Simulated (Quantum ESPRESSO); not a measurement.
# Au (Fm-3m) in Quantum ESPRESSO: settings compared, part 2 of 2

Quantum ESPRESSO 7.5. Earlier steps stand in the parts before.

## Step 4: Single point, N12, 16.52 Å³/atom

pw.in reads:

```
&CONTROL
  calculation = 'scf'
  prefix = 'pwscf'
  outdir = './tmp'
  pseudo_dir = './pseudo'
  tprnfor = .true.
  tstress = .true.
  disk_io = 'nowf'
/
&SYSTEM
  ibrav = 0
  nat = 1
  ntyp = 1
  ecutwfc = 76
  nbnd = 16
  input_dft = 'XC-000I-000I-082L-080L-000I-000I'
  occupations = 'smearing'
  smearing = 'fd'
  degauss = 0.00367493
/
&ELECTRONS
  conv_thr = 2d-10
  electron_maxstep = 120
  mixing_beta = 0.5
/
ATOMIC_SPECIES
Au   196.9666 Au.upf
CELL_PARAMETERS angstrom
   0.0000000000    2.0213418704    2.0213418704
   2.0213418704    0.0000000000    2.0213418704
   2.0213418704    2.0213418704    0.0000000000
ATOMIC_POSITIONS crystal
Au     0.0000000000    0.0000000000    0.0000000000
K_POINTS automatic
11 11 11 0 0 0
```

Launch:

```bash
$ OMP_NUM_THREADS=1 pw.x -in pw.in > pw.out
```

Wall time 13 s (1 thread of AMD EPYC 7B13 (Zen 3), shared host); peak memory 0.05 GiB.

Results (log left out):

* Free energy: -4054.2167 eV
* Pressure: 10.6 GPa
* Band gap on the k mesh: none (metal or under the smearing width)

Caveat: the potentials were made for another functional, which shifts forces and pressure.

## Step 5: Single point, N12, 16.85 Å³/atom

pw.in: that of step 4 with these lines changed.

```diff
@@ -28,5 +28,5 @@
 CELL_PARAMETERS angstrom
-   0.0000000000    2.0213418704    2.0213418704
-   2.0213418704    0.0000000000    2.0213418704
-   2.0213418704    2.0213418704    0.0000000000
+   0.0000000000    2.0350000000    2.0350000000
+   2.0350000000    0.0000000000    2.0350000000
+   2.0350000000    2.0350000000    0.0000000000
 ATOMIC_POSITIONS crystal
```

Launch:

```bash
$ OMP_NUM_THREADS=1 pw.x -in pw.in > pw.out
```

Wall time 13 s (1 thread of AMD EPYC 7B13 (Zen 3), shared host); peak memory 0.06 GiB.

Results (log left out):

| Item | Value |
| --- | --- |
| Free energy | -4054.2347 eV |
| Pressure | 6.4 GPa |
| Band gap on the k mesh | none (metal or under the smearing width) |

Caveat: the potentials were made for another functional, which shifts forces and pressure.

## Step 6: Single point, N12, 17.19 Å³/atom

pw.in: that of step 5 with these lines changed.

```diff
@@ -28,5 +28,5 @@
 CELL_PARAMETERS angstrom
-   0.0000000000    2.0350000000    2.0350000000
-   2.0350000000    0.0000000000    2.0350000000
-   2.0350000000    2.0350000000    0.0000000000
+   0.0000000000    2.0484772140    2.0484772140
+   2.0484772140    0.0000000000    2.0484772140
+   2.0484772140    2.0484772140    0.0000000000
 ATOMIC_POSITIONS crystal
```

Potentials or basis: PseudoDojo 0.4.1 SR PBE standard.

Launch:

```bash
$ OMP_NUM_THREADS=1 pw.x -in pw.in > pw.out
```

Wall time 14 s (1 thread of AMD EPYC 7B13 (Zen 3), shared host); peak memory 0.06 GiB.

It converged, with:

```yaml
Free_energy: -4054.2446 eV
Pressure: 2.8 GPa
Band_gap_on_the_k_mesh: none (metal or under the smearing width)
```

Caveat: the potentials were made for another functional, which shifts forces and pressure.

## Step 7: Single point, N12, 17.53 Å³/atom

pw.in: that of step 6 with these lines changed.

```diff
@@ -28,5 +28,5 @@
 CELL_PARAMETERS angstrom
-   0.0000000000    2.0484772140    2.0484772140
-   2.0484772140    0.0000000000    2.0484772140
-   2.0484772140    2.0484772140    0.0000000000
+   0.0000000000    2.0617793868    2.0617793868
+   2.0617793868    0.0000000000    2.0617793868
+   2.0617793868    2.0617793868    0.0000000000
 ATOMIC_POSITIONS crystal
```

Launch:

```bash
$ OMP_NUM_THREADS=1 pw.x -in pw.in > pw.out
```

It took 13 s on 1 thread of AMD EPYC 7B13 (Zen 3), shared host; peak memory 0.06 GiB.

It converged, with:

```yaml
Free_energy: -4054.2473 eV
Pressure: -0.4 GPa
Band_gap_on_the_k_mesh: none (metal or under the smearing width)
```

Caveat: the potentials were made for another functional, which shifts forces and pressure.

## Step 8: Single point, N12, 17.87 Å³/atom

pw.in: that of step 7 with these lines changed.

```diff
@@ -28,5 +28,5 @@
 CELL_PARAMETERS angstrom
-   0.0000000000    2.0617793868    2.0617793868
-   2.0617793868    0.0000000000    2.0617793868
-   2.0617793868    2.0617793868    0.0000000000
+   0.0000000000    2.0749120936    2.0749120936
+   2.0749120936    0.0000000000    2.0749120936
+   2.0749120936    2.0749120936    0.0000000000
 ATOMIC_POSITIONS crystal
```

Launch:

```bash
$ OMP_NUM_THREADS=1 pw.x -in pw.in > pw.out
```

It took 14 s on 1 thread of AMD EPYC 7B13 (Zen 3), shared host; peak memory 0.06 GiB.

Results (log left out):

```
Free energy            : -4054.2438 eV
Pressure               : -3.1 GPa
Band gap on the k mesh : none (metal or under the smearing width)
```

Caveat: the potentials were made for another functional, which shifts forces and pressure.

## Step 9: Equation of state, N12

Potentials or basis: PseudoDojo 0.4.1 SR PBE standard.

No new run: the results of the series are fitted here.

What came out:

```yaml
Equilibrium_volume: 17.50 Å³/atom
Bulk_modulus: 157 GPa
Pressure_derivative_of_the_bulk_modulus: 5.8
```

Energy against volume, from the lowest point:
```tsv
volume (Å³/atom)	energy (meV/atom)
15.843	95.86
16.181	57.99
16.518	30.66
16.855	12.62
17.192	2.73
17.529	0.00
17.866	3.55
```

Caveat: the potentials were made for another functional, which shifts forces and pressure. The run has no spin-orbit coupling, so splittings on Au are missing.

## Step 10: Band structure, PBE

pw.in reads:

```
&CONTROL
  calculation = 'scf'
  prefix = 'pwscf'
  outdir = './tmp'
  pseudo_dir = './pseudo'
  tprnfor = .true.
  tstress = .true.
  disk_io = 'low'
/
&SYSTEM
  ibrav = 0
  nat = 1
  ntyp = 1
  ecutwfc = 60
  nbnd = 16
  occupations = 'smearing'
  smearing = 'fd'
  degauss = 0.00367493
/
&ELECTRONS
  conv_thr = 2d-10
  electron_maxstep = 120
  mixing_beta = 0.5
/
ATOMIC_SPECIES
Au   196.9666 Au_ONCV_PBE-1.0.oncvpsp.upf
CELL_PARAMETERS bohr
   0.0000000000    3.8455926636    3.8455926636
   3.8455926636    0.0000000000    3.8455926636
   3.8455926636    3.8455926636    0.0000000000
ATOMIC_POSITIONS bohr
Au     0.0000000000    0.0000000000    0.0000000000
K_POINTS automatic
11 11 11 0 0 0
```

bands.in reads:

```
&CONTROL
  calculation = 'bands'
  prefix = 'pwscf'
  outdir = './tmp'
  pseudo_dir = './pseudo'
  disk_io = 'low'
  verbosity = 'high'
/
&SYSTEM
  ibrav = 0
  nat = 1
  ntyp = 1
  ecutwfc = 60
  nbnd = 16
  occupations = 'smearing'
  smearing = 'fd'
  degauss = 0.00367493
/
&ELECTRONS
  conv_thr = 1d-08
  electron_maxstep = 120
  mixing_beta = 0.5
  diago_full_acc = .true.
/
ATOMIC_SPECIES
Au   196.9666 Au_ONCV_PBE-1.0.oncvpsp.upf
CELL_PARAMETERS bohr
   0.0000000000    3.8455926636    3.8455926636
   3.8455926636    0.0000000000    3.8455926636
   3.8455926636    3.8455926636    0.0000000000
ATOMIC_POSITIONS bohr
Au     0.0000000000    0.0000000000    0.0000000000
K_POINTS crystal
60
 0.0000000000  0.0000000000  0.0000000000 1
 0.0625000000  0.0000000000  0.0625000000 1
 0.1250000000  0.0000000000  0.1250000000 1
 0.1875000000  0.0000000000  0.1875000000 1
 0.2500000000  0.0000000000  0.2500000000 1
 0.3125000000  0.0000000000  0.3125000000 1
 0.3750000000  0.0000000000  0.3750000000 1
 0.4375000000  0.0000000000  0.4375000000 1
 0.5000000000  0.0000000000  0.5000000000 1
 0.5000000000  0.0625000000  0.5625000000 1
 0.5000000000  0.1250000000  0.6250000000 1
 0.5000000000  0.1875000000  0.6875000000 1
 0.5000000000  0.2500000000  0.7500000000 1
 0.4375000000  0.3125000000  0.7500000000 1
 0.3750000000  0.3750000000  0.7500000000 1
 0.3375000000  0.3375000000  0.6750000000 1
 0.3000000000  0.3000000000  0.6000000000 1
 0.2625000000  0.2625000000  0.5250000000 1
 0.2250000000  0.2250000000  0.4500000000 1
 0.1875000000  0.1875000000  0.3750000000 1
 0.1500000000  0.1500000000  0.3000000000 1
 0.1125000000  0.1125000000  0.2250000000 1
 0.0750000000  0.0750000000  0.1500000000 1
 0.0375000000  0.0375000000  0.0750000000 1
 0.0000000000  0.0000000000  0.0000000000 1
 0.0625000000  0.0625000000  0.0625000000 1
 0.1250000000  0.1250000000  0.1250000000 1
 0.1875000000  0.1875000000  0.1875000000 1
 0.2500000000  0.2500000000  0.2500000000 1
 0.3125000000  0.3125000000  0.3125000000 1
 0.3750000000  0.3750000000  0.3750000000 1
 0.4375000000  0.4375000000  0.4375000000 1
 0.5000000000  0.5000000000  0.5000000000 1
 0.5250000000  0.4500000000  0.5250000000 1
 0.5500000000  0.4000000000  0.5500000000 1
 0.5750000000  0.3500000000  0.5750000000 1
 0.6000000000  0.3000000000  0.6000000000 1
 0.6250000000  0.2500000000  0.6250000000 1
 0.5833333333  0.2500000000  0.6666666667 1
 0.5416666667  0.2500000000  0.7083333333 1
 0.5000000000  0.2500000000  0.7500000000 1
 0.5000000000  0.2857142857  0.7142857143 1
 0.5000000000  0.3214285714  0.6785714286 1
 0.5000000000  0.3571428571  0.6428571429 1
 0.5000000000  0.3928571429  0.6071428571 1
 0.5000000000  0.4285714286  0.5714285714 1
 0.5000000000  0.4642857143  0.5357142857 1
 0.5000000000  0.5000000000  0.5000000000 1
 0.4821428571  0.4821428571  0.5357142857 1
 0.4642857143  0.4642857143  0.5714285714 1
 0.4464285714  0.4464285714  0.6071428571 1
 0.4285714286  0.4285714286  0.6428571429 1
 0.4107142857  0.4107142857  0.6785714286 1
 0.3928571429  0.3928571429  0.7142857143 1
 0.3750000000  0.3750000000  0.7500000000 1
 0.6250000000  0.2500000000  0.6250000000 1
 0.5937500000  0.1875000000  0.5937500000 1
 0.5625000000  0.1250000000  0.5625000000 1
 0.5312500000  0.0625000000  0.5312500000 1
 0.5000000000  0.0000000000  0.5000000000 1
```

Potentials or basis: SSSP 1.3 efficiency PBE.

Launch:

```bash
$ OMP_NUM_THREADS=1 pw.x -in pw.in > pw.out
$ OMP_NUM_THREADS=1 pw.x -in bands.in > bands.out
```

Run time: 15 s. Hardware: 1 thread of AMD EPYC 7B13 (Zen 3), shared host; peak memory 0.09 GiB.

The run converged. Its results:

| Property | Result |
| --- | --- |
| Free energy | -3737.1005 eV |
| Pressure | 9.8 GPa |
| Band gap on the k mesh | none (metal or under the smearing width) |

Levels at the corners of the path, in eV from the Fermi level:
```
point  band 5  band 6  band 7  band 8  band 9  band 10  band 11  band 12  band 13  band 14
    Γ  -10.01   -4.77   -4.77   -4.77   -3.22    -3.22    14.44    18.50    18.50    18.50
    X   -7.19   -6.87   -2.04   -1.66   -1.66     0.95     5.83    10.01    10.01    17.27
    W   -6.07   -5.25   -5.25   -3.38   -1.66     4.75     6.31     6.31     9.47    22.60
    K   -6.57   -5.94   -3.91   -2.93   -2.12     3.85     4.67     7.47    12.65    17.60
    Γ  -10.01   -4.77   -4.77   -4.77   -3.22    -3.22    14.44    18.50    18.50    18.50
    L   -7.44   -4.81   -4.81   -1.99   -1.99    -1.05     3.10    13.90    17.18    17.18
    U   -6.57   -5.94   -3.91   -2.93   -2.12     3.85     4.67     7.47    12.65    17.60
    W   -6.07   -5.25   -5.25   -3.38   -1.66     4.75     6.31     6.31     9.47    22.60
    L   -7.44   -4.81   -4.81   -1.99   -1.99    -1.05     3.10    13.90    17.18    17.18
    K   -6.57   -5.94   -3.91   -2.93   -2.12     3.85     4.67     7.47    12.65    17.60
    U   -6.57   -5.94   -3.91   -2.93   -2.12     3.85     4.67     7.47    12.65    17.60
    X   -7.19   -6.87   -2.04   -1.66   -1.66     0.95     5.83    10.01    10.01    17.27
```

Caveat: spin-orbit coupling is left out, which moves the levels of the heavy elements.

## Step 11: How close it comes

Step 9. A measured bulk modulus of Au is 167 GPa (quoted in “Exploring toroidal anvil profiles for larger sample volumes above 4 Mbar”, 2024, pmc:11102561); the calculated 157 GPa misses it by -6.2 %. The fit is for a static lattice scaled at fixed shape and fixed fractional positions.
